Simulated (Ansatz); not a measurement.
# Li: squeezing one contact

The task here is to estimate one member of a computed series from the others.

Method: DFT, r2SCAN, PAW with Ansatz's default frozen-core files, scalar-relativistic, in Ansatz 0.2.0.

1 further run of the same task is left out (it didn't finish).

### The structure to begin with

Symmetry: Fd-3m, No. 227, cubic system. The conventional cell has a = 5.867 Å, b = 5.867 Å, c = 5.867 Å, α = 90.00°, β = 90.00°, γ = 90.00°. Around Li (site symmetry -43m) lie 4 Li at 2.54 Å.

Coordinates:

```
Li
1.0
     0.00000    2.93330    2.93330
     2.93330    0.00000    2.93330
     2.93330    2.93330    0.00000
Li
2
Direct
  0.87500 0.87500 0.87500
  0.12500 0.12500 0.12500
```

Atoms are numbered in the order of the input: Li1, Li2.

Set-up of the first run:

input.yaml

```yaml
crystal:
  lattice:
    - [0.0, 2.9332963867, 2.9332963867]
    - [2.9332963867, 0.0, 2.9332963867]
    - [2.9332963867, 2.9332963867, 0.0]
  atoms:
    - { symbol: Li, position: [-0.125, -0.125, -0.125] }
    - { symbol: Li, position: [0.125, 0.125, 0.125] }
kpoints:
  mp_grid: { grid: [9, 9, 9] }
scf:
  occupations: { method: fermi_dirac, width: 0.05 }
hamiltonian:
  xc: r2scan
  pseudopotentials: { kind: paw }
output:
  forces: true
  stress: true
  eigenvalues: true
  efg: { contact_densities: true }
  populations: true
```

Started as:

```sh
ansatz run input.yaml --threads 1 --pin off --max-ram 2048MiB --backend cpu --events-out ev --progress --plain --runs-dir out
```

Steps of the session up to this table: Shortest bond scaled by 1, PAW; Shortest bond scaled by 0.94, PAW; Shortest bond scaled by 0.88, PAW; Shortest bond scaled by 0.76, PAW; Shortest bond scaled by 0.58, PAW; Shortest bond scaled by 0.58, PAW (partial_waves polarizable).

One table of the session follows, with a row left open; its other results are not shown here.

| method | length (Å) | F from the given length (eV/cell) | force along the bond (eV/Å) | pressure (GPa) | largest force (eV/Å) |
| --- | --- | --- | --- | --- | --- |
| PAW | 1.473 | ? | ? | ? | ? |
| PAW | 1.931 | 0.392 | 1.601 | 0.24 | 1.601 |
| PAW | 2.235 | 0.075 | 0.565 | 0.17 | 0.565 |
| PAW | 2.388 | 0.016 | 0.228 | 0.18 | 0.228 |
| PAW | 2.540 | 0.000 | 0.000 | 0.19 | 0.000 |
| PAW (partial_waves polarizable) | 1.473 | – | 4.527 | 1.09 | 4.527 |

Estimate the missing values for PAW, 1.473.

The run gave: F from the given length (eV/cell): 1.695; force along the bond (eV/Å): 4.538; pressure (GPa): 1.11; largest force (eV/Å): 4.538.
